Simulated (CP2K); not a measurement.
Runs of CP2K 2026.2 on Si. Symmetry: Pm-3m, No. 221, cubic system. The conventional cell has a = 2.532 Å, b = 2.532 Å, c = 2.532 Å, α = 90.00°, β = 90.00°, γ = 90.00°. Si (site symmetry m-3m) has 6 Si at 2.53 Å as nearest neighbours. The cell was built by a generator and needn't be a form met in nature.

```csv
task,level,potentials or basis,smearing,quickstep method,EPS_DEFAULT,MIXING ALPHA,NGRIDS,basis sets,gap on the mesh (eV),pressure (GPa)
band structure,r2SCAN,POTENTIAL_UZH Si GTH-SCAN-q4; TZVP-MOLOPT-SCAN-GTH basis,fermi-dirac 0.0259 eV,GPW,1.0E-9,0.4,5,Si TZVP-MOLOPT-SCAN-GTH-q4,none,-1.1
single point,PBE,GTH_POTENTIALS Si GTH-PBE-q4; DZVP-MOLOPT-SR-GTH basis,fermi-dirac 0.05 eV,GPW,1.0E-10,0.4,5,Si DZVP-MOLOPT-SR-GTH-q4,none,(b)
single point,PBE,POTENTIAL_UZH Si GTH-PBE-q4; TZV2P-MOLOPT-PBE-GTH basis,fermi-dirac 0.05 eV,GPW,1.0E-10,0.4,5,Si TZV2P-MOLOPT-PBE-GTH-q4,none,-0.7
single point,PBE,GTH_POTENTIALS Si GTH-PBE-q4; TZVP-MOLOPT-GTH basis,fermi-dirac 0.05 eV,GPW,1.0E-10,0.4,5,Si TZVP-MOLOPT-GTH-q4,none,-0.5
single point,PBE,GTH_POTENTIALS Si GTH-PBE-q4; SZV-MOLOPT-SR-GTH basis,fermi-dirac 0.05 eV,GPW,1.0E-10,0.4,5,Si SZV-MOLOPT-SR-GTH-q4,none,14.0
single point,PBE,POTENTIAL_UZH Si GTH-PBE-q4; ccGRB-D basis,fermi-dirac 0.05 eV,GPW,1.0E-10,0.4,5,Si ccGRB-D-q4,none,(a)
single point,PBE,POTENTIAL_UZH Si GTH-PBE-q4; DZVP-MOLOPT-PBE-GTH basis,fermi-dirac 0.05 eV,GPW,1.0E-10,0.4,5,Si DZVP-MOLOPT-PBE-GTH-q4,none,-0.4
band structure,PBEsol,POTENTIAL_UZH Si GTH-PBE-q4; TZVP-MOLOPT-PBE-GTH basis,fermi-dirac 0.05 eV,GPW,1.0E-10,0.4,5,Si TZVP-MOLOPT-PBE-GTH-q4,none,-1.1
single point,PBE,POTENTIAL_UZH Si GTH-PBE-q4; TZVP-MOLOPT-PBE-GTH basis,fermi-dirac 0.05 eV,GPW,1.0E-10,0.4,5,Si TZVP-MOLOPT-PBE-GTH-q4,none,-0.2
single point,PBE,all electrons (GAPW); pob-TZVP-rev2 basis,fermi-dirac 0.05 eV,GAPW,1.0E-10,0.2,5,Si pob-TZVP-rev2,none,2.3
single point,PBE,all electrons (GAPW); pob-DZVP-rev2 basis,fermi-dirac 0.05 eV,GAPW,1.0E-10,0.2,5,Si pob-DZVP-rev2,none,0.7
band structure,LDA,GTH_POTENTIALS Si GTH-PADE-q4; TZVP-MOLOPT-PBE-GTH basis,fermi-dirac 0.0259 eV,GPW,1.0E-10,0.4,4,Si TZVP-MOLOPT-PBE-GTH-q4,none,(c)
```

Alike in all rows: no spin polarisation; cell as given; k mesh 10 × 10 × 10.

**Question.** Estimate the missing entries.

**Answer.** (a) 3.4; (b) 0.0; (c) -4.3.

Caveats: the basis of atomic orbitals isn't converged, which shifts pressures, moduli and gaps; a minimal basis gives rough bond lengths, pressures and levels (some runs); the potentials were made for another functional, which shifts forces and pressure (some runs).

A gap of «none» marks a metal or a gap under the smearing width.

The runs don't all hold the same shells in valence.
